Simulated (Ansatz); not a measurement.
# InSe: sliding across a plane, part 2 of 2

Aim: for InSe, slide the crystal rigidly across a (1 0 0) plane.

Ansatz 0.2.0; DFT PBEsol, scalar-relativistic, plane waves, PAW. Earlier steps stand in the parts before.

## Step 9: Point f = 0.100

Input file input.yaml:

```yaml
crystal:
  lattice:
    - [1.6051187225, 0.0, -4.2720903381]
    - [0.0, 4.1105485099, 0.0]
    - [10.1447341905, 0.411054851, 4.2615005583]
  atoms:
    - { symbol: In, position: [0.856748731, -0.0385802658, 0.3858026583] }
    - { symbol: In, position: [0.356748731, 0.4114197342, 0.8858026583] }
    - { symbol: In, position: [0.143251269, -0.0614197342, 0.6141973417] }
    - { symbol: In, position: [0.643251269, 0.4885802658, 0.1141973417] }
    - { symbol: Se, position: [0.0172344494, -0.015472122, 0.1547212196] }
    - { symbol: Se, position: [0.5172344494, 0.434527878, 0.6547212196] }
    - { symbol: Se, position: [0.9827655506, -0.084527878, 0.8452787804] }
    - { symbol: Se, position: [0.4827655506, 0.465472122, 0.3452787804] }
basis:
  ecutwfc: 420
kpoints:
  mp_grid: { grid: [6, 7, 3] }
hamiltonian:
  xc: pbesol
scf:
  occupations: { method: gaussian, width: 0.05 }
output:
  forces: true
  stress: true
  eigenvalues: true
  write_density: true
  write_potential: true
  elf: true
  volumetric_format: npy
```

Started as:

```
ansatz run input.yaml --threads 2 --pin off --max-ram 5120MiB --backend cpu --events-out ev --progress --plain --runs-dir out
```

Standard output:

```text
Warning: RAYON_NUM_THREADS=2 ignored (pool sized by the plan → 2); use --threads N
Engine: ansatz 0.2.0, aarch64-unknown-linux-gnu
Pseudopotentials: kind: paw
Pseudopotential: In, paw, valence charge 13, recommended cutoff 420 eV (normal), In.paw.azcp
Pseudopotential: Se, paw, valence charge 16, recommended cutoff 420 eV (normal), Se.paw.azcp
Functional definition: PBEsol
  exchange = pbesol_x
  correlation = pbesol_c
Crystal: 8 atoms, lattice volume = 206.265 Å³
Basis set: ecut = 420 eV, 4037 PW (Γ), exchange–correlation on 64×60×150 points (8 copies of the dense FFT grid, shifted against one another)
Bands: 70, of which v1, the nominal top of the filled ones, is band 58 counted from 1 (57 counted from 0)
Symmetry: 2 space group operations
Space group: P-1 (ITA 2), of the structure as read, at distance tolerance 5.9e-5 Å
k-points: 64 of 126
Non-local potential: In, projectors of the file, l = 0: 2, l = 1: 2, l = 2: 2, l = 3: 2
Non-local potential: Se, projectors of the file, l = 0: 2, l = 1: 2, l = 2: 3, l = 3: 1
PAW form: soft (Blöchl's): semilocal exchange-correlation on the pseudo side does not see the compensation charge
PAW frozen core: In, regenerated for the run's functional, and the local potential with it (the file was generated under x = pbe(κ = 0.804, μ = 0.2195149727645171), c = pbe(β = 0.06672455060314922))
PAW frozen core: Se, regenerated for the run's functional, and the local potential with it (the file was generated under x = pbe(κ = 0.804, μ = 0.2195149727645171), c = pbe(β = 0.06672455060314922))
PAW one-centre angular grid: In, 590 points (default); XC on 64 Gauss nodes
PAW one-centre angular grid: Se, 590 points (default); XC on 64 Gauss nodes
Initial density: superposition of atomic densities (neutral atoms: chi_scale 0, normalization atom), corrected by the library's trained network
Initial wavefunctions: pseudopotential atomic-orbital guess
Functional: x = pbesol(κ = 0.804, μ = 0.12345679012345678), c = pbesol(β = 0.046)
SCF iter   1: F=—  HF=-43802.204847 eV  |F-HF|=—  |Δ(HF+E_count)|=         —  Δρ=3.87e-3  dr2=4.39e-2  ethr=1.77e-3  ⟨swp⟩=6.1  Hψ=17398  notcnv=0  defer=38
preconditioner: auto → Resta (q_TF=auto, 2.479 Å⁻¹)  ε∞=3.6  [insulator: Δε(μ)=0.786 eV  Ē_g=13.905 eV  σ=0.050 eV  W_gap=1.00  n_scr=56 (ndim 8)  ℏωp=22.5 eV  f_vac=0.010  D(μ)=0.00/eV (n_scr^D=0)  ε∞_Penn≈3.6]
SCF iter   2: F=—  HF=-43802.191642 eV  |F-HF|=—  |Δ(HF+E_count)|=   1.32e-2  Δρ=1.85e-3  dr2=1.13e-2  ethr=3.79e-5  ⟨swp⟩=2.5  Hψ=7232  notcnv=0  defer=192
SCF iter   3: F=—  HF=-43802.189016 eV  |F-HF|=—  |Δ(HF+E_count)|=   2.63e-3  Δρ=3.76e-4  dr2=5.29e-4  ethr=9.71e-6  ⟨swp⟩=2.0  Hψ=4974  notcnv=0  defer=192
SCF iter   4: F=—  HF=-43802.188997 eV  |F-HF|=—  |Δ(HF+E_count)|=   1.86e-5  Δρ=1.14e-4  dr2=2.83e-5  ethr=4.56e-7  ⟨swp⟩=2.0  Hψ=5273  notcnv=0  defer=192
SCF iter   5: F=—  HF=-43802.189011 eV  |F-HF|=—  |Δ(HF+E_count)|=   1.38e-5  Δρ=3.73e-5  dr2=3.60e-6  ethr=2.44e-8  ⟨swp⟩=2.0  Hψ=7832  notcnv=0  defer=192
SCF iter   6: F=—  HF=-43802.189013 eV  |F-HF|=—  |Δ(HF+E_count)|=   2.16e-6  Δρ=8.38e-6  dr2=1.80e-7  ethr=3.10e-9  ⟨swp⟩=2.0  Hψ=7833  notcnv=0  defer=192
SCF iter   7: F=-43802.189013 eV  HF=-43802.189013 eV  |F-HF|=1.32e-8  |Δ(HF+E_count)|=   1.28e-8  Δρ=2.78e-6  dr2=2.62e-8  ethr=8.62e-11  ⟨swp⟩=13.2  Hψ=35671  notcnv=0
SCF 1 converged in 7 iterations: F = -43802.189013 eV  dr2 = 2.62e-8
SCF converged after 7 iterations
Free energy (F): -43802.189013 eV
Harris-Foulkes:  -43802.189013 eV  (|F-HF|=1.32e-8)
Internal energy: -43802.189013 eV  (E = F + TS)
E sigma→0 (E₀):  -43802.189013 eV
Fermi energy:    8.952175 eV
--- Per-component energies (eV) ---
  E_band       = -1655.704299
  E_kinetic    = 1446.196982
  E_local      = -14494.152248  (includes V_loc(G=0)·N_el)
  E_nonlocal   = -896.516601
  E_hartree    = 6709.912008
  E_xc         = -1267.147104
  E_vxc        = -791.730648  (∫ρ·V_xc dr)
  E_paw        = -23807.236389  (= ΣΔE_a)
  E_vpaw       = -339.329479  (= ΣTr[D̂ρ^β])
  E_aug_tail   = -0.002326  (compensation charges beyond the density's cutoff)
  E_ewald      = -11498.220746
  E_core_change = 4.977412  (= ΣΔE_core)
  E_smearing   = -0.000000  (= −TS)
  E_closure    = -0.000000  (closes the sum)
  Σ components = -43802.189013   (vs F -43802.189013, Δ=0.00e0)
--- Forces (eV/Å), atoms counted from 1 ---
  atom   1  In     0.00061840    -0.00077550     0.00228195
  atom   2  In     0.13373320     0.03362518    -0.00062550
  atom   3  In    -0.00061840     0.00077550    -0.00228195
  atom   4  In    -0.13373320    -0.03362518     0.00062550
  atom   5  Se     0.01217063    -0.14040548    -0.01634535
  atom   6  Se    -0.01111341     0.01620470    -0.01012790
  atom   7  Se    -0.01217063     0.14040548     0.01634535
  atom   8  Se     0.01111341    -0.01620470     0.01012790
  max |Σ_I F_I| component: 6.94e-18 eV/Å
--- Stress (GPa, compression-positive) ---
       -0.184933      -0.686104      -0.009746
       -0.686104       0.012225       0.155267
       -0.009746       0.155267       0.068415
  P = ⅓ Tr σ = -0.0348 GPa (-0.348 kbar)
--- Band table (eV; the first three rows and the last of 64) ---
  k-point 0: bands = ["-38.7580", "-38.7570", "-38.7568", "-38.7561", "-38.7558", "-38.7556", "-38.7549", "-38.7547", "-38.7380", "-38.7379", "-38.7355", "-38.7354", "-38.7313", "-38.7313", "-38.7284", "-38.7284", "-38.7246", "-38.7244", "-38.7217", "-38.7216", "-6.0953", "-6.0856", "-5.9647", "-5.8298", "-5.8211", "-5.7966", "-5.7446", "-5.7319", "-5.7114", "-5.6986", "-5.6876", "-5.6875", "-5.6603", "-5.6475", "-5.6450", "-5.5877", "-5.5663", "-5.4873", "-5.4261", "-5.4210", "-5.0673", "-4.7232", "-3.5887", "-3.0614", "2.5893", "3.8756", "4.3041", "4.5830", "4.7980", "5.6856", "5.8764", "5.9678", "6.1359", "6.6518", "7.0462", "7.2885", "7.5948", "8.1714", "9.5524", "11.0657", "11.1683", "11.2252", "11.8929", "12.4177", "12.8867", "13.5538", "13.7166", "13.9632", "14.4092", "14.8083"]
  k-point 1: bands = ["-38.7580", "-38.7570", "-38.7567", "-38.7561", "-38.7559", "-38.7556", "-38.7548", "-38.7548", "-38.7380", "-38.7379", "-38.7355", "-38.7354", "-38.7313", "-38.7313", "-38.7284", "-38.7284", "-38.7246", "-38.7244", "-38.7217", "-38.7216", "-6.0961", "-6.0829", "-5.9494", "-5.8943", "-5.8063", "-5.7634", "-5.7476", "-5.7311", "-5.7100", "-5.7009", "-5.6951", "-5.6921", "-5.6631", "-5.6499", "-5.6215", "-5.5829", "-5.5507", "-5.5060", "-5.4256", "-5.4202", "-5.0043", "-4.8375", "-3.4320", "-3.1744", "2.7701", "3.3044", "4.4178", "4.5643", "5.2917", "5.6376", "5.7703", "5.9841", "6.3011", "6.8770", "7.1744", "7.2552", "7.4700", "7.6720", "9.3495", "10.3887", "11.3004", "11.5680", "12.5005", "12.7791", "12.9651", "13.5831", "13.7240", "14.0897", "14.1592", "14.4235"]
  k-point 2: bands = ["-38.7580", "-38.7569", "-38.7568", "-38.7561", "-38.7558", "-38.7556", "-38.7549", "-38.7548", "-38.7380", "-38.7379", "-38.7355", "-38.7354", "-38.7313", "-38.7313", "-38.7284", "-38.7284", "-38.7245", "-38.7244", "-38.7217", "-38.7216", "-6.0965", "-6.0759", "-5.9642", "-5.8518", "-5.8204", "-5.8072", "-5.7920", "-5.7413", "-5.7183", "-5.7103", "-5.6809", "-5.6751", "-5.6700", "-5.6506", "-5.6330", "-5.5893", "-5.5646", "-5.5172", "-5.4174", "-5.4135", "-4.8978", "-4.5662", "-3.5590", "-3.0642", "2.3854", "3.7528", "4.2009", "4.3033", "4.5248", "5.6177", "5.8204", "5.8898", "6.4431", "6.7178", "7.2091", "7.2874", "7.3992", "8.0106", "10.0353", "10.9818", "11.3104", "11.7769", "11.9573", "12.0291", "12.9820", "13.1127", "13.6940", "13.8794", "14.2351", "14.5880"]
  k-point 63: bands = ["-38.7579", "-38.7568", "-38.7567", "-38.7559", "-38.7558", "-38.7556", "-38.7550", "-38.7549", "-38.7380", "-38.7379", "-38.7355", "-38.7354", "-38.7313", "-38.7313", "-38.7284", "-38.7284", "-38.7245", "-38.7243", "-38.7216", "-38.7215", "-6.1275", "-6.0940", "-6.0789", "-6.0519", "-5.9291", "-5.8948", "-5.7789", "-5.7670", "-5.7200", "-5.6993", "-5.6634", "-5.6534", "-5.6386", "-5.6272", "-5.6088", "-5.5819", "-5.5636", "-5.5481", "-5.3980", "-5.3836", "-3.6092", "-3.5190", "-3.3768", "-3.2537", "2.8030", "3.0506", "3.1173", "3.2022", "4.0192", "4.6297", "4.8256", "5.0529", "5.6892", "5.8000", "6.2625", "6.5778", "7.0802", "7.2061", "9.6880", "9.7180", "11.7075", "11.9225", "12.5263", "12.5772", "13.8079", "14.0736", "15.1455", "15.5496", "15.7909", "15.9693"]
```

Run time: 42 s. Hardware: 2 threads of Arm Neoverse V1, shared host; peak memory 0.89 GiB.

Density in a lattice plane of the grid's cell (edges 4.56 and 11.01 Å, at 0.435 of the third edge), which holds In and Se.

Values in e/Å³, 12 rows by 6 columns:
```
 0.06  0.61  7.12  1.87  0.12  0.04
 0.08  0.43  3.49  0.87  0.09  0.04
 0.03  0.08  0.29  0.55  0.27  0.06
 0.03  0.11  0.85 31.08  1.98  0.14
 0.03  0.08  0.37  1.11  0.45  0.07
 0.02  0.03  0.06  0.11  0.06  0.03
 0.03  0.07  0.44  1.08  0.37  0.08
 0.03  0.14  1.84 26.71  0.82  0.11
 0.03  0.06  0.26  0.53  0.28  0.08
 0.08  0.04  0.09  0.79  3.08  0.41
 0.07  0.04  0.12  1.62  6.06  0.55
 0.03  0.07  0.24  0.32  0.23  0.07
```
Columns run along the first of these edges and rows up along the second, over one cell in 6 and 12 even steps from the bottom left corner. Atoms in the plane (fractional): In at (0.36, 0.89), Se at (0.52, 0.65), Se at (0.48, 0.35).

ELF in the same plane.

Ten even steps from '0' (0.01) to '9' (0.85):
```
0132234410
1220022200
1220022100
0122224200
0014798720
0037868971
0158615982
0158889971
0014677510
0000010000
0015776410
0179988851
0289627851
0179878730
0027897410
0002322221
1001220022
1002220022
0014432321
0023565420
```
Columns run along the first of these edges and rows up along the second, over one cell in 10 and 20 even steps from the bottom left corner. Atoms in the plane (fractional): In at (0.36, 0.89), Se at (0.52, 0.65), Se at (0.48, 0.35).

Both are smooth fields of the valence electrons: close to the nuclei they are not physical.

Outside the cores ELF peaks at 0.86 beside Se, off the lines to its neighbours, 0.9 Å from Se; 0.81 on the Se–In line, 0.9 Å from Se; 0.81 in the shell around Se, 0.9 Å from Se.

## Step 10: Point f = 0.300

Input file input.yaml:

```yaml
crystal:
  lattice:
    - [1.6051187225, 0.0, -4.2720903381]
    - [0.0, 4.1105485099, 0.0]
    - [10.1447341905, 1.233164553, 4.2615005583]
  atoms:
    - { symbol: In, position: [0.856748731, -0.1157407975, 0.3858026583] }
    - { symbol: In, position: [0.356748731, 0.2342592025, 0.8858026583] }
    - { symbol: In, position: [0.143251269, -0.1842592025, 0.6141973417] }
    - { symbol: In, position: [0.643251269, 0.4657407975, 0.1141973417] }
    - { symbol: Se, position: [0.0172344494, -0.0464163659, 0.1547212196] }
    - { symbol: Se, position: [0.5172344494, 0.3035836341, 0.6547212196] }
    - { symbol: Se, position: [0.9827655506, -0.2535836341, 0.8452787804] }
    - { symbol: Se, position: [0.4827655506, 0.3964163659, 0.3452787804] }
basis:
  ecutwfc: 420
kpoints:
  mp_grid: { grid: [6, 7, 3] }
hamiltonian:
  xc: pbesol
scf:
  occupations: { method: gaussian, width: 0.05 }
output:
  forces: true
  stress: true
  eigenvalues: true
```

Started as:

```
ansatz run input.yaml --threads 2 --pin off --max-ram 5120MiB --backend cpu --events-out ev --progress --plain --runs-dir out
```

Standard output (excerpt; [...] marks lines left out):

```text
Warning: RAYON_NUM_THREADS=2 ignored (pool sized by the plan → 2); use --threads N
[...]
[... 4 set-up lines as earlier in the session ...]
[...]
Crystal: 8 atoms, lattice volume = 206.265 Å³
Basis set: ecut = 420 eV, 4027 PW (Γ), exchange–correlation on 64×60×150 points (8 copies of the dense FFT grid, shifted against one another)
Bands: 70, of which v1, the nominal top of the filled ones, is band 58 counted from 1 (57 counted from 0)
[... 2 set-up lines as earlier in the session ...]
k-points: 64 of 126
[...]
SCF iter   1: F=—  HF=-43801.824595 eV  |F-HF|=—  |Δ(HF+E_count)|=         —  Δρ=3.93e-3  dr2=6.24e-2  ethr=1.77e-3  ⟨swp⟩=6.0  Hψ=17203  notcnv=0  defer=44
[...]
SCF converged after 7 iterations
Free energy (F): -43801.804675 eV
[...]
E sigma→0 (E₀):  -43801.804674 eV
Entropy (-TS):   -0.000003 eV (-0.000 meV/atom)
Fermi energy:    8.840285 eV
[...]
--- Forces (eV/Å), atoms counted from 1 ---
  atom   1  In    -0.00101798    -0.00323030     0.01516331
  atom   2  In     0.66426136     0.30917941     0.01557634
  atom   3  In     0.00101798     0.00323030    -0.01516331
  atom   4  In    -0.66426136    -0.30917941    -0.01557634
  atom   5  Se     0.10857891    -0.35176329    -0.10141032
  atom   6  Se    -0.08387703     0.06187319    -0.07871247
  atom   7  Se    -0.10857891     0.35176329     0.10141032
  atom   8  Se     0.08387703    -0.06187319     0.07871247
[...]
--- Stress (GPa, compression-positive) ---
       -0.688326      -2.299200      -0.111725
       -2.299200      -0.172218       0.206019
       -0.111725       0.206019       0.675108
  P = ⅓ Tr σ = -0.0618 GPa (-0.618 kbar)
--- Band table (eV; the first three rows and the last of 64) ---
[...]
```

Run time: 28 s. Hardware: 2 threads of Arm Neoverse V1, shared host; peak memory 0.9 GiB.

## Step 11: At f = 0.500

Input file input.yaml:

```yaml
crystal:
  lattice:
    - [1.6051187225, 0.0, -4.2720903381]
    - [0.0, 4.1105485099, 0.0]
    - [10.1447341905, 2.055274255, 4.2615005583]
  atoms:
    - { symbol: In, position: [0.856748731, -0.1929013292, 0.3858026583] }
    - { symbol: In, position: [0.356748731, 0.0570986708, 0.8858026583] }
    - { symbol: In, position: [0.143251269, -0.3070986708, 0.6141973417] }
    - { symbol: In, position: [0.643251269, 0.4429013292, 0.1141973417] }
    - { symbol: Se, position: [0.0172344494, -0.0773606098, 0.1547212196] }
    - { symbol: Se, position: [0.5172344494, 0.1726393902, 0.6547212196] }
    - { symbol: Se, position: [0.9827655506, -0.4226393902, 0.8452787804] }
    - { symbol: Se, position: [0.4827655506, 0.3273606098, 0.3452787804] }
basis:
  ecutwfc: 420
kpoints:
  mp_grid: { grid: [6, 7, 3] }
hamiltonian:
  xc: pbesol
scf:
  occupations: { method: gaussian, width: 0.05 }
output:
  forces: true
  stress: true
  eigenvalues: true
```

Started as:

```
ansatz run input.yaml --threads 2 --pin off --max-ram 5120MiB --backend cpu --events-out ev --progress --plain --runs-dir out
```

Standard output (excerpt; [...] marks lines left out):

```text
[...]
SCF converged after 10 iterations
Free energy (F): -43801.306359 eV
[...]
E sigma→0 (E₀):  -43801.304727 eV
Entropy (-TS):   -0.003265 eV (-0.408 meV/atom)
Fermi energy:    8.690823 eV
[...]
--- Forces (eV/Å), atoms counted from 1 ---
  atom   1  In     0.00394058     0.00008400     0.01709543
  atom   2  In     0.69253646     0.00791296    -0.00074510
  atom   3  In    -0.00394058    -0.00008400    -0.01709543
  atom   4  In    -0.69253646    -0.00791296     0.00074510
  atom   5  Se     0.20558431    -0.00522535    -0.24367849
  atom   6  Se    -0.22967047     0.00404453    -0.20019677
  atom   7  Se    -0.20558431     0.00522535     0.24367849
  atom   8  Se     0.22967047    -0.00404453     0.20019677
[...]
--- Stress (GPa, compression-positive) ---
        0.188189      -0.059625      -0.170889
       -0.059625      -0.735745      -0.001881
       -0.170889      -0.001881       1.192115
  P = ⅓ Tr σ = 0.2149 GPa (2.149 kbar)
--- Band table (eV; the first three rows and the last of 64) ---
[...]
```

Wall time 36 s (2 threads of Arm Neoverse V1, shared host); peak memory 0.91 GiB.

## Step 12: A further run, with the input changed

Changes to input.yaml since step 11:

```diff
@@ -22,5 +22,7 @@
   occupations: { method: gaussian, width: 0.05 }
+  max_iter: 60
 output:
   forces: true
+  eigenvalues: true
   stress: true
-  eigenvalues: true
+total_charge: 10
```

Started as:

```
ansatz run input.yaml --threads 2 --pin off --max-ram 5120MiB --backend cpu --events-out ev --progress --plain --runs-dir out
```

Standard output (excerpt; [...] marks lines left out):

```text
Warning: crystal.symmetry: narrowed to the stabiliser of the k-point mesh — unitary ops 4 → 2; excluded 2 operations that carry a point of the 6×7×3 mesh (shift [0, 0, 0]) off the mesh (the run samples exactly the mesh kpoints.mp_grid names, as under crystal.symmetry.detect: false, and [...]
Warning: RAYON_NUM_THREADS=2 ignored (pool sized by the plan → 2); use --threads N
[...]
[... 4 set-up lines as earlier in the session ...]
[...]
Crystal: 8 atoms, lattice volume = 206.265 Å³
Basis set: ecut = 420 eV, 4031 PW (Γ), exchange–correlation on 64×60×150 points (8 copies of the dense FFT grid, shifted against one another)
Bands: 64, of which v1, the nominal top of the filled ones, is band 53 counted from 1 (52 counted from 0)
[... 1 set-up line as earlier in the session ...]
k-points: 64 of 126
[...]
SCF iter   1: F=—  HF=-43925.191073 eV  |F-HF|=—  |Δ(HF+E_count)|=         —  Δρ=2.23e-1  dr2=9.38e1  ethr=1.77e-3  ⟨swp⟩=6.0  Hψ=15941  notcnv=0  defer=3
[...]
SCF iter  12: F=-43874.393175 eV  HF=-43874.393175 eV  |F-HF|=1.19e-8  |Δ(HF+E_count)|=   1.16e-8  Δρ=3.58e-6  dr2=7.42e-8  ethr=9.43e-11  ⟨swp⟩=11.2  Hψ=21176  notcnv=0
[...]
SCF converged after 12 iterations
Free energy (F): -43874.393175 eV
[...]
E sigma→0 (E₀):  -43874.386602 eV
Entropy (-TS):   -0.013145 eV (-1.643 meV/atom)
Fermi energy:    6.352951 eV
[...]
--- Forces (eV/Å), atoms counted from 1 ---
  atom   1  In    -0.87698027    -0.00341712     0.10228966
  atom   2  In     0.34207526    -0.00556796     0.01540402
  atom   3  In     0.87698027     0.00341712    -0.10228966
  atom   4  In    -0.34207526     0.00556796    -0.01540402
  atom   5  Se    -0.00431446    -0.01104548    -1.17500686
  atom   6  Se    -0.25401451    -0.01272074    -1.25264144
  atom   7  Se     0.00431446     0.01104548     1.17500686
  atom   8  Se     0.25401451     0.01272074     1.25264144
[...]
--- Stress (GPa, compression-positive) ---
        9.161324      -0.042921       1.083041
       -0.042921       7.374140      -0.006494
        1.083039      -0.006494       4.654695
  P = ⅓ Tr σ = 7.0634 GPa (70.634 kbar)
--- Band table (eV; the first three rows and the last of 64) ---
[...]
```

Run time: 45 s. Hardware: 2 threads of Arm Neoverse V1, shared host; peak memory 0.85 GiB.

## Step 13: Checking the result

This run ends as converged, with warnings (symmetry narrowed by mesh). Its log warns: «crystal.symmetry: narrowed to the stabiliser of the k-point mesh — unitary ops 4 → 2; excluded 2 operations that carry a point of the 6×7×3 mesh (shift [0, 0 ...»

Look at the input: total_charge is 10. The net charge is not the one intended, so the run treats another number of electrons.

To undo it: delete total_charge (the default then holds).

```tsv
run	ending	energy change	pressure (GPa)	gap (eV)	force (eV/Å)	cycles	time
step 11	converged	-	0.2	0.00	0.69	10	36 s
altered	converged	not comparable	7.1	0.00	1.28	12	45 s
```

After a change of charge the difference of the totals has no physical meaning; the pressure goes from 0.2 to 7.1 GPa and the largest force goes from 0.69 to 1.28 eV/Å. A charged periodic cell is neutralised by a uniform background, so its energy and pressure also depend on the cell's size.

## Step 14: The scan collected

The scan, with free energies counted from the undisturbed cell:

```tsv
f	γ (mJ/m²)	shear traction (GPa)	gap on the mesh (eV)
0.000	0	0.0	0.82
0.100	33	1.7	0.79
0.200	147	4.0	0.68
0.300	361	6.4	0.24
0.400	635	6.2	0.00
0.500	787	0.1	0.00
```

Not run, since symmetry makes them alike: 0.600 repeats 0.400, 0.800 repeats 0.200, 0.700 repeats 0.300, 0.900 repeats 0.100. Energy, pressure and gap are the same there.

Where the gap reads zero, the mesh chosen for the insulator is on the coarse side.

## Step 15: Summary of results

The summary covers parts 1 to 2.

```
                                                                                     quantity                                                         value
                                                                 highest fault energy sampled                                        787 mJ/m² at f = 0.500
                                                               largest shear traction sampled                                                       6.4 GPa
                              step 3, run with mp_grid.shift [0.5, 0.5, 0.5] (against step 2)  +0.1 meV/atom; the gap on the mesh goes from 0.82 to 1.16 eV
step 7, run with occupations.method methfessel_paxton, occupations.width 2.0 (against step 6)                   converged, 9 SCF cycles; not a sound result
                                          step 12, run with total_charge 10 (against step 11)                  converged, 12 SCF cycles; not a sound result
```

The highest point computed is 787 mJ/m², at f = 0.500; the true top can lie between points. The values are for rigid blocks: relaxation normal to the plane would bring them down. The gap on the mesh, 0.82 eV at the start, reads zero at f = 0.400. The final runs have no spin polarisation, so a magnetic state may lie lower.

Spin-orbit coupling is left out, though the cell holds In; it can move the gap.
